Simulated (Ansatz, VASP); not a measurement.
## Ni: VASP beside Ansatz

```xyz
2
Lattice="0.0000 1.6955 4.0187 1.6903 0.0000 4.0187 1.6903 1.6955 0.0000" Properties=species:S:1:pos:R:3 pbc="T T T"
Ni    1.6903    1.6955    1.1332
Ni    1.6903    1.6955    6.9041
```

Alike in both runs: functional r2SCAN; k mesh 8 × 8 × 8; occupations gaussian, width 0.1 eV; collinear spin.

Ansatz relaxed the structure, and its values are those at the end. VASP's run is a single point on that final structure, the one shown.

|  | VASP | Ansatz |
| --- | --- | --- |
| version | VASP 6.6.1 | Ansatz 0.2.0 |
| potentials or method | VASP PAW PBE potentials, release 64 (Ni) | scalar-relativistic, plane waves, PAW |
| plane-wave cutoff (eV) | 520 | 500 |
| valence electrons in the cell | 20 | 36 |

```csv
,VASP,Ansatz,Ansatz less VASP
gap on the k mesh at the Fermi level (eV),none,none,-
pressure (GPa),0.4,0.1,-0.30
rms of the force components (eV/Å),0.013,0.001,-0.0123
net moment per atom (μB),0.75,0.75,+0.007
size of the moment on the site where the two differ most (μB),0.76,0.82,+0.056
```

Site moments also hang on the region over which each program counts them. A gap of «none» marks a metal or a gap that the smearing closes. The two sets of potentials don't hold the same shells in valence.

Caveats: the PAW data sets were made with another functional, which shifts forces and pressure a little (VASP).
